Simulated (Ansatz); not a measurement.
## Stationary points along a deformation path in KTaO3

All numbers below come from DFT PBE, scalar-relativistic, plane waves, PAW (Ansatz 0.2.0). The runs took a 420 eV cutoff, a Γ-centred 8×8×8 mesh and Gaussian smearing (0.05 eV). Spin–orbit coupling is left out, which matters for the heavy elements here. No spin polarisation. Energies are free energies at this smearing, counted from the undisturbed cell; pressure is positive in compression.

Reference structure (as given, not relaxed at this level; it stands at 5.4 GPa):

```
CELL_PARAMETERS angstrom
3.98830 0.00000 0.00000
0.00000 3.98830 0.00000
0.00000 0.00000 3.98830
ATOMIC_POSITIONS crystal
K 0.50000 0.50000 0.50000
Ta 0.00000 0.00000 0.00000
O 0.50000 0.00000 0.00000
O 0.00000 0.50000 0.00000
O 0.00000 0.00000 0.50000
```

At fixed volume and fractional coordinates, lengths along (0.000, 0.000, 1.000) are scaled against those across it; ρ is that ratio over its starting value. V = 12.688 Å³/atom. Δσ is the stress along the axis less the mean stress across it (compression positive).

| ρ | ΔE (meV/atom) | Δσ (GPa) | space group |
| --- | --- | --- | --- |
| 0.650 | 3157.9 | 334.60 | P4/mmm |
| 0.707 | 1845.7 | 249.64 | P4/mmm |
| 0.780 | 828.0 | 147.62 | P4/mmm |
| 0.850 | 316.2 | 81.30 | P4/mmm |
| 0.920 | 75.7 | 35.99 | P4/mmm |
| 0.960 | 17.4 | 16.43 | P4/mmm |
| 1.000 | 0.0 | 0.00 | Pm-3m |
| 1.050 | 22.9 | -17.41 | P4/mmm |
| 1.100 | 84.4 | -32.49 | P4/mmm |
| 1.200 | 294.8 | -58.94 | P4/mmm |
| 1.300 | 595.5 | -83.60 | P4/mmm |
| 1.414 | 1028.1 | -111.95 | P4/mmm |
| 1.500 | 1411.2 | -134.17 | P4/mmm |

How does the stress give the slope of the energy, and where is the energy stationary?

Along the path d ln(length) is 2/3 d ln ρ on the axis and −1/3 d ln ρ across it, so dE/d ln ρ = −(2/3) V Δσ: the energy falls with ρ where Δσ is positive. Δσ vanishes or changes sign at ρ = 1.000 (Pm-3m), a minimum at 0.0 meV/atom. Pairs of stationary points between two samples would go unseen, and could change a minimum read from distant neighbours into a maximum. At ρ = 1.000 the cell is cubic, where symmetry alone makes the stress isotropic and the slope zero.

Which shear constant sets the curvature at ρ = 1?

For a cubic crystal E/V = (2/3) C (ln ρ)² with C = C′ = (C11 − C12)/2, so Δσ = −2C ln ρ. The parabola of Δσ against ln ρ through ρ = 0.960, 1 and 1.050 gives C ≈ 191 GPa with the ions clamped, rough because the steps are large. It is the stress–strain coefficient at this cell's pressure of 5.4 GPa, not the zero-pressure constant.

Integrate that slope from ρ = 1 to 1.200 by the trapezoid rule.

With V/N in Å³ and 1 eV/Å³ = 160.2 GPa the slopes at ρ = 1.000, 1.050, 1.100, 1.200 are 0, 919, 1715, 3112 meV/atom per unit of ln ρ. The steps add 22.4 + 61.3 + 210.0 = 293.7 meV/atom, against 294.8 from the energies; the trapezoid rule misses the curvature of the slope within each step.

The gap closes along the scan, which can put kinks into the curve.

Symmetry holds off the tilts and polar distortions that many cubic perovskites undergo.